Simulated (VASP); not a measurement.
# PtSe2 (Sudovikovite) (P-3m1) in VASP: further runs, part 2 of 2

VASP 6.6.1.

## Step 4: Single point, HSE06

POSCAR reads:

```
PtSe2
1.0
    3.7240000000      0.0000000000      0.0000000000
   -1.8620000000      3.2250786037      0.0000000000
    0.0000000000      0.0000000000      5.0620000000
Pt Se
1 2
Direct
    0.0000000000      0.0000000000      0.0000000000
    0.6666666667      0.3333333333      0.7500000000
    0.3333333333      0.6666666667      0.2500000000
```

INCAR.step1 reads:

```
PREC     = Accurate       # precision mode
ENCUT    = 280            # plane-wave cutoff, eV
EDIFF    = 1E-5           # SCF threshold, eV
ISMEAR   = 0              # smearing method
SIGMA    = 0.01           # smearing width, eV
LREAL    = F              # projectors in reciprocal space
LASPH    = T              # aspherical terms in the spheres
NELM     = 100            # most SCF steps
ALGO     = Normal         # electronic algorithm
ISIF     = 2              # what is computed and relaxed
LWAVE    = T              # write WAVECAR
LCHARG   = F              # write CHGCAR
NBANDS   = 19             # bands
NKRED    = 1            
GGA      = PE             # functional
```

INCAR.step2 reads:

```
PREC     = Accurate       # precision mode
ENCUT    = 280            # plane-wave cutoff, eV
EDIFF    = 1E-6           # SCF threshold, eV
ISMEAR   = 0              # smearing method
SIGMA    = 0.01           # smearing width, eV
LREAL    = F              # projectors in reciprocal space
LASPH    = T              # aspherical terms in the spheres
NELM     = 100            # most SCF steps
ALGO     = Normal         # electronic algorithm
ISIF     = 2              # what is computed and relaxed
LWAVE    = F              # write WAVECAR
LCHARG   = F              # write CHGCAR
GGA      = PE             # functional
LHFCALC  = T              # exact exchange
HFSCREEN = 0.2            # screening, 1/A
PRECFOCK = Fast         
NBANDS   = 19             # bands
NKRED    = 1            
ISTART   = 1
```

KPOINTS reads:

```
regular mesh
0
Gamma
  3 3 2
```

Potentials or basis: VASP PAW PBE potentials, release 64 (Pt, Se).

The run is started by

```console
cat potpaw_PBE.64/Pt/POTCAR potpaw_PBE.64/Se/POTCAR > POTCAR
cp INCAR.step1 INCAR
mpirun -np 1 vasp_std > vasp.out
cp INCAR.step2 INCAR
mpirun -np 1 vasp_std > vasp.out
```

OUTCAR:

```text
PREC = Accurate
   ENCUT = 280
   EDIFF = 1E-6
   ISMEAR = 0
   LREAL = F
   LASPH = T
   NELM = 100
   ISIF = 2
   GGA = PE
   LHFCALC = T
   HFSCREEN = 0.2
   PRECFOCK = Fast
   NKRED = 1
   ISTART = 1

 Found      6 irreducible k-points:

 Following reciprocal coordinates:
            Coordinates               Weight
  0.000000  0.000000  0.000000      1.000000
  0.333333 -0.000000  0.000000      6.000000
  0.333333  0.333333  0.000000      2.000000
  0.000000  0.000000  0.500000      1.000000
  0.333333 -0.000000  0.500000      6.000000
  0.333333  0.333333  0.500000      2.000000
   k-points           NKPTS =      6   k-points in BZ     NKDIM =     18   number of bands    NBANDS=     19
   number of dos      NEDOS =    301   number of ions     NIONS =      3
   total plane-waves  NPLWV =  11200
   dimension x,y,z NGX =    20 NGY =   20 NGZ =   28
   dimension x,y,z NGXF=    40 NGYF=   40 NGZF=   56
   ions per type =               1   2
   NGX,Y,Z   is equivalent  to a cutoff of   8.93,  8.93,  9.20 a.u.
   NGXF,Y,Z  is equivalent  to a cutoff of  17.86, 17.86, 18.39 a.u.
 SYSTEM =  unknown system
[... 62 lines left out ...]
  free energy    TOTEN  =       -17.33439812 eV

  energy without entropy =      -17.33377124  energy(sigma->0) =      -17.33408468

 E-fermi :   6.5172     XC(G=0):  -8.7748

 val. band max:        6.5172421240   @ k =   0.3333   0.3333   0.0000
 cond. band min:       6.6758437989   @ k =   0.3333   0.3333   0.0000
 fundamental gap:      0.1586016749
 Fermi energy:         6.5172421240

 k-point     1 :       0.0000    0.0000    0.0000
  band No.  band energies     occupation
      1     -11.1455      2.00000
      2      -7.9873      2.00000
      3      -1.9767      2.00000
      4      -1.1196      2.00000
      5      -1.0964      2.00000
      6       1.2506      2.00000
[... 109 lines left out ...]
      6       1.0665      2.00000
[... 11 lines left out ...]
     18      17.2580      0.00000
     19      17.2984      0.00000

------------------------ aborting loop because EDIFF is reached ----------------------------------------

  FORCE on cell =-STRESS in cart. coord.  units (eV):
  Direction    XX          YY          ZZ          XY          YZ          ZX
  --------------------------------------------------------------------------------------
  -------------------------------------------------------------------------------------
  Total        0.6282942      0.6282942      0.9410335     -0.0000000     -0.0000000      0.0000000
  in kB       16.5577572     16.5577572     24.7995353     -0.0000000     -0.0000000      0.0000000
  external PRESSURE =      19.3050166 kB  Pullay stress =       0.0000000 kB

 VOLUME and BASIS-vectors are now :
 -----------------------------------------------------------------------------
  energy-cutoff  :      280.00
  volume of cell :       60.80
      direct lattice vectors                 reciprocal lattice vectors
     3.724000000  0.000000000  0.000000000     0.268528464  0.155034981  0.000000000
    -1.862000000  3.225078604  0.000000000     0.000000000  0.310069962  0.000000000
     0.000000000  0.000000000  5.062000000     0.000000000  0.000000000  0.197550375

 POSITION                                       TOTAL-FORCE (eV/Angst)
 -----------------------------------------------------------------------------------
      0.00000      0.00000      0.00000        -0.000000     -0.000000      0.000000
      1.86200      1.07503      3.79650        -0.000000      0.000000     -0.054068
     -0.00000      2.15005      1.26550         0.000000     -0.000000      0.054068
 -----------------------------------------------------------------------------------
    total drift:                                0.000000     -0.000000      0.000000

  FREE ENERGIE OF THE ION-ELECTRON SYSTEM (eV)
  ---------------------------------------------------
  free  energy   TOTEN  =       -17.3343981155 eV

  energy  without entropy=      -17.3337712382  energy(sigma->0) =      -17.33408468
```

It took 86 s on 1 thread of Intel Xeon Platinum 8559C (Emerald Rapids), shared host; peak memory 0.22 GiB.

These settings aren't checked as converged: the numbers below hold their error.

What came out:

```
Free energy            : -17.3344 eV
Pressure               : 1.9 GPa
Largest force          : 0.054 eV/Å
Band gap on the k mesh : none (metal or under the smearing width)
```

Caveat: the k mesh is coarse (spacing up to 0.65 Å⁻¹), so the values aren't converged, least of all with exact exchange; the cutoff is under 1.25 times the usual one of these potentials, so pressure, stress and relaxed cells hold a basis-set (Pulay) error; the PAW data sets were made with another functional, which shifts forces and pressure a little.

## Step 5: For comparison

An earlier run on the cell as given: functional PBE; potentials or basis VASP PAW PBE potentials, release 64 (Pt, Se); cutoff 520 eV; k mesh 8 × 8 × 5; occupations fermi-dirac, width 0.05 eV; no spin polarisation.

- Pressure: 7.3 GPa
- Largest force: 0.599 eV/Å
- Band gap on the k mesh: none (metal or under the smearing width)

## Step 6: Summary

```tsv
task	level	cell	cutoff (eV)	smearing	gap on the mesh (eV)	pressure (GPa)	largest force (eV/Å)
relaxation of cell and atoms	r2SCAN+D4	relaxed	600	gaussian 0.05 eV	0.13	0.0	0.01
relaxation of the atoms	r2SCAN	atoms relaxed from: atoms moved at random, drawn with an rms of 0.15 Å	520	gaussian 0.05 eV	none	3.1	0.02
single point	PBE	as given	520	fermi-dirac 0.05 eV	none	7.3	0.60
```

Alike in all rows: potentials or basis VASP PAW PBE potentials, release 64 (Pt, Se); no spin polarisation; k mesh 8 × 8 × 5.

Caveats: the PAW data sets were made with another functional, which shifts forces and pressure a little (some runs); spin-orbit coupling is left out, which moves the levels of the heavy elements (some runs); an odd mesh through Γ misses points on the zone boundary, where band edges often lie (some runs).

Absolute energies hang on the potentials; compare differences alone.
